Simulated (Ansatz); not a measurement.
**BN (F-43m): birefringence under uniaxial strain**

Cubic BN (F-43m) is strained along the cube axis z = [001] with x and y held fixed, and the static electronic response is computed along x and z.

Symmetry: F-43m, No. 216, cubic system. The conventional cell has a = 3.615 Å, b = 3.615 Å, c = 3.615 Å, α = 90.00°, β = 90.00°, γ = 90.00°. Around N on site c lie 4 B at 1.57 Å. B on site a has 4 N at 1.57 Å as nearest neighbours.

Method: Ansatz 0.2.0, PBE, independent particles, k-mesh 12×12×12 with interpolation inside its cells, Gaussian parameter 0.1 eV.

Launch of the response step: `ansatz run input.yaml --threads 4 --pin off --max-ram 8192MiB --backend cpu --events-out ev --progress --plain --runs-dir out`. The series took 96 s in all, on 4 threads of Intel(R) Xeon(R) Processor @ 2.50GHz (Skylake/Cascade Lake) (shared host).

| strain along z (%) | ε∞ along x | ε∞ along z | ε_z − ε_x |
| --- | --- | --- | --- |
| -2.0 | 4.7219 | 4.6263 | -0.0956 |
| -1.0 | 4.7141 | 4.6673 | -0.0468 |
| +0.0 | 4.7085 | 4.7085 | +0.0000 |
| +1.0 | 4.7037 | 4.7512 | +0.0475 |
| +2.0 | 4.6987 | 4.7984 | +0.0997 |
| +3.0 | ? | ? | ? |

To first order the splitting is linear in the strain, ε_z − ε_x = −ε² (p₁₁ − p₁₂) · strain.

Working, on the rows shown:

| x = strain | y = ε_z − ε_x |
| --- | --- |
| -0.02 | -0.0956 |
| -0.01 | -0.0468 |
| 0 | 0 |
| 0.01 | 0.0475 |
| 0.02 | 0.0997 |

Means: x̄ = 0, ȳ = 0.00096. Σ(x − x̄)(y − ȳ) = 0.004849, Σ(x − x̄)² = 0.001. Slope = 0.004849 / 0.001 = 4.849; intercept = ȳ − slope · x̄ = 0.00096. The line misses the rows shown by at most 0.0019.

Question: What does the fit predict for the withheld row, and how well does it do?

Answer: At x = 0.03 the line gives y = 0.14643. The run gave +0.1534, so the extrapolation is off by 0.007, 3 % of the range in the table.

Between the rows on either side of x = 0 the slope is (0.0475 − -0.0468) / (0.01 − (-0.01)) = 4.715. So p₁₁ − p₁₂ = −4.72 / 4.71² = -0.213, and 1 % of strain gives n_z − n_x = +0.0109. These are long-wavelength values at fixed fractional positions; over small gaps they hang strongly on the gap. Excitons are left out and so are local fields; PBE gaps are as a rule too small.
